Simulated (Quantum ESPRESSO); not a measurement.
ZrC:

```xyz
2
Lattice="0.0000 2.3650 2.3650 2.3650 0.0000 2.3650 2.3650 2.3650 0.0000" Properties=species:S:1:pos:R:3 pbc="T T T"
Zr    2.3650    2.3650    2.3650
C     0.0000    0.0000    0.0000
```

```yaml
Program: Quantum ESPRESSO 7.5
Task: phonon dispersion
Functional: PBEsol
Potentials_or_basis: PseudoDojo 0.4.1 SR PBEsol standard
Cutoff: 1116 eV
Density_cutoff: 4463 eV
k_mesh: 8 × 8 × 8
Occupations: cold, width 0.2 eV
Spin: no spin polarisation
Mixing_beta: 0.5
Most_SCF_iterations: 120
SCF_threshold: 4e-10 Ry
q_mesh: 2 × 2 × 2
```

The cell and the atoms were relaxed first, to 12.73 Å³/atom (a = 3.303 Å, b = 3.303 Å, c = 3.303 Å, α = 60.00°, β = 60.00°, γ = 60.00°), and the response was taken there.

Question: Is this structure dynamically stable at this level, and how far does the spectrum reach?

Answer: Yes, as far as this q mesh shows: no mode on the path is imaginary. The highest frequency is 667 cm⁻¹.

Phonon frequencies at the corners of the path (cm⁻¹, interpolated; i marks imaginary ones):
| point | frequencies |
| --- | --- |
| Γ | 0 0 0 458 458 458 |
| X | 221 221 269 476 476 536 |
| W | 231 255 255 510 540 540 |
| K | 208 261 264 489 543 552 |
| L | 189 189 330 529 529 667 |
| U | 208 261 264 489 543 552 |

Harmonic thermodynamics per atom at this volume (zero-point energy 70.2 meV, Debye temperature from the second moment 763 K):
| T (K) | free energy (meV) | entropy (k_B) | heat capacity Cv (k_B) |
| --- | --- | --- | --- |
| 50 | 70.2 | 0.04 | 0.15 |
| 100 | 69.5 | 0.32 | 0.74 |
| 200 | 63.2 | 1.16 | 1.71 |
| 298.15 | 50.0 | 1.95 | 2.25 |
| 500 | 4.2 | 3.24 | 2.68 |
| 800 | -97.7 | 4.55 | 2.87 |

Phonon states per cell in windows of 50 cm⁻¹ (negative: imaginary):
```
from (cm⁻¹)  total    Zr     C
          0   0.00  0.00  0.00
         50   0.03  0.03  0.00
        100   0.14  0.14  0.01
        150   0.77  0.76  0.01
        200   1.16  1.15  0.01
        250   0.76  0.76  0.00
        300   0.15  0.15  0.00
        350   0.00  0.00  0.00
        400   0.00  0.00  0.00
        450   0.66  0.02  0.64
        500   1.49  0.01  1.48
        550   0.57  0.00  0.57
        600   0.25  0.00  0.25
        650   0.02  0.00  0.02
```

A q mesh this small can miss soft modes between its points.

Caveat: the mesh is thin for the phonons of a metal; the q mesh is small, so phonon branches between its points and thermal values are rough.
